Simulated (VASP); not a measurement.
## A VASP 6.6.1 single-point calculation on CdTe

INCAR

```
NELECT = 18.5
LASPH = .TRUE.
NELM = 120
ISMEAR = -1
GGA = PE
IBRION = -1
NELMIN = 4
PREC = Accurate
NSW = 0
LREAL = .FALSE.
ISIF = 2
NBANDS = 16
ENCUT = 520
LWAVE = .FALSE.
LCHARG = .FALSE.
EDIFF = 1E-7
SIGMA = 0.02
```

KPOINTS

```
KPOINTS created by Atomic Simulation Environment
0
Gamma
6 6 6
0 0 0
```

POSCAR

```
Cd Te
 1.0000000000000000
     0.0000000000000000    3.2799551162000000    3.1815564627000001
     3.2799551162000000    0.0000000000000000    3.1815564627000001
     3.2799551162000000    3.2799551162000000    0.0000000000000000
 Cd  Te
   1   1
Cartesian
  0.0000000000000000  0.0000000000000000  0.0000000000000000
  1.6399775581000000  1.6399775581000000  1.5907782313500001
```

The recommended PBE PAW datasets give the neutral cell 18 valence electrons.

Command

```
mpirun -np 1 vasp_std
```

OSZICAR

```
N       E                     dE             d eps       ncg     rms          rms(c)
DAV:   1     0.104416483640E+03    0.10442E+03   -0.84466E+03   968   0.991E+02
DAV:   2     0.104147739717E+01   -0.10338E+03   -0.98887E+02  1120   0.239E+02
DAV:   3    -0.270106262503E+01   -0.37425E+01   -0.37350E+01  1208   0.468E+01
DAV:   4    -0.273533400105E+01   -0.34271E-01   -0.34269E-01  1432   0.397E+00
DAV:   5    -0.273549405741E+01   -0.16006E-03   -0.16006E-03  1240   0.218E-01    0.977E+00
DAV:   6    -0.252625269067E+01    0.20924E+00   -0.45067E-01  1096   0.620E+00    0.636E+00
DAV:   7    -0.251497994782E+01    0.11273E-01   -0.13576E-01  1176   0.251E+00    0.151E+00
DAV:   8    -0.251393416771E+01    0.10458E-02   -0.18428E-02  1152   0.166E+00    0.556E-01
DAV:   9    -0.251401833837E+01   -0.84171E-04   -0.12436E-03  1224   0.380E-01    0.157E-01
DAV:  10    -0.251410595893E+01   -0.87621E-04   -0.13341E-04  1184   0.896E-02    0.276E-02
DAV:  11    -0.251412446424E+01   -0.18505E-04   -0.42125E-05  1176   0.658E-02    0.142E-02
DAV:  12    -0.251412883810E+01   -0.43739E-05   -0.10974E-05  1160   0.355E-02    0.375E-03
DAV:  13    -0.251412884627E+01   -0.81668E-08   -0.65126E-07  1208   0.687E-03
   1 F= -.25141288E+01 E0= -.25122550E+01  d E =-.374777E-02
```

From OUTCAR

```
k-points           NKPTS =     30   k-points in BZ     NKDIM =     30   number of bands    NBANDS=     16

   NELECT =      18.5000    total number of electrons

   dimension x,y,z NGX =    36 NGY =   36 NGZ =   36
   dimension x,y,z NGXF=    72 NGYF=   72 NGZF=   72

  energy-cutoff  :      520.00
  volume of cell :       68.46
      direct lattice vectors                 reciprocal lattice vectors
     0.000000000  3.279955116  3.181556463    -0.152441110  0.152441110  0.157155784
     3.279955116  0.000000000  3.181556463     0.152441110 -0.152441110  0.157155784
     3.279955116  3.279955116  0.000000000     0.152441110  0.152441110 -0.157155784

 k-points in reciprocal lattice and weights: KPOINTS created by Atomic Simulation Env
   0.00000000  0.00000000  0.00000000       0.005
   0.16666667  0.00000000  0.00000000       0.037
   0.33333333  0.00000000  0.00000000       0.037
   0.50000000  0.00000000  0.00000000       0.019
   0.16666667  0.16666667  0.00000000       0.009
   0.33333333  0.16666667  0.00000000       0.037
   0.50000000  0.16666667  0.00000000       0.037
  -0.33333333  0.16666667  0.00000000       0.037
   ...

 E-fermi :   4.8464

 k-point     1 :       0.0000    0.0000    0.0000
  band No.  band energies     occupation
      1      -8.9127      2.00000
      2      -5.9115      2.00000
      3      -5.9061      2.00000
      4      -5.9061      2.00000
      5      -5.6575      2.00000
      6      -5.6327      2.00000
      7       2.2133      2.00000
      8       2.2133      2.00000
      9       2.2977      2.00000
     10       2.8818      2.00000
     11       6.7547      0.00000
     12       6.7583      0.00000
     13       6.7583      0.00000
     14       9.3739      0.00000
     15      11.2838      0.00000
     16      11.6598      0.00000

 k-point     2 :       0.1667    0.0000    0.0000
  band No.  band energies     occupation
      1      -8.8082      2.00000
      2      -5.8908      2.00000
      3      -5.8875      2.00000
      4      -5.8297      2.00000
      5      -5.6576      2.00000
      6      -5.6349      2.00000
      7       0.4706      2.00000
      8       1.9703      2.00000
      9       2.0521      2.00000
     10       4.0017      2.00000
     11       6.7883      0.00000
     12       7.0785      0.00000
     13       7.1288      0.00000
     14      10.3168      0.00000
     15      10.4181      0.00000
     16      10.6854      0.00000

 k-point     3 :       0.3333    0.0000    0.0000
  band No.  band energies     occupation
      1      -8.5971      2.00000
      2      -5.8568      2.00000
      3      -5.8563      2.00000
      4      -5.6498      2.00000
      5      -5.6365      2.00000
      6      -5.5578      2.00000
      7      -1.3740      2.00000
      8       1.5662      2.00000
      9       1.6888      2.00000
     10       4.0519      2.00000
     11       7.2766      0.00000
     12       7.4168      0.00000
     13       8.2903      0.00000
     14       9.9523      0.00000
     15      10.9608      0.00000
     16      10.9768      0.00000

 ...

  Total        6.2937703      6.2937703      5.7291346      0.0000000      0.0000000     -0.0000000
  in kB      147.3045072    147.3045072    134.0893162      0.0000000      0.0000000     -0.0000000
  external PRESSURE =     142.8994436 kB  Pullay stress =       0.0000000 kB

 POSITION                                       TOTAL-FORCE (eV/Angst)
 -----------------------------------------------------------------------------------
      0.00000      0.00000      0.00000        -0.000000     -0.000000     -0.000000
      1.63998      1.63998      1.59078         0.000000      0.000000      0.000000
 -----------------------------------------------------------------------------------
    total drift:                               -0.000000     -0.000000      0.000000

  FREE ENERGIE OF THE ION-ELECTRON SYSTEM (eV)
  ---------------------------------------------------
  free  energy   TOTEN  =        -2.5141288463 eV

  energy  without entropy=       -2.5103810749  energy(sigma->0) =       -2.51225496
```

It converged. Results: pressure 14.3 GPa.

The cell is charged and sits in a uniform background.

For comparison, a separate PBE run of the intended cell, on usual settings and not on those above, gives a gap of 0.69 eV on its mesh and a pressure of 2.4 GPa.

The run above took about 32 s on one core of a shared host (Intel Xeon Platinum 8488C) and held 0.21 GiB at most.
